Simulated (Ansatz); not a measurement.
Take GeO2 (space group P3_121, No. 152; a = 4.9887 Å, c = 5.6753 Å) as the base. Axes: x lies along a and z along c of the hexagonal cell.

Method: Kohn–Sham DFT with the r2SCAN functional, run in Ansatz (a quantum-chemistry and plane-wave program) with PAW and 500 eV plane waves, no SOC.

It is then changed as follows: every lattice vector is shortened by 1.20 %; the atoms relax in the strained cell.

Question: Predict the stress tensor and what it implies for the stiffness.

Answer: Stress of the strained cell less that of the base (GPa, compression positive):
```
   1.43    0.00    0.00
   0.00    1.43    0.00
   0.00    0.00    2.12
```

Then B = −ΔP/(ΔV/V₀) with ΔV/V₀ = -0.0356 gives secant stiffness values (nonlinear terms included at this strain): B (at held cell shape, above the free-shape value) ≈ 47 GPa.

Stability against distortions was not tested.
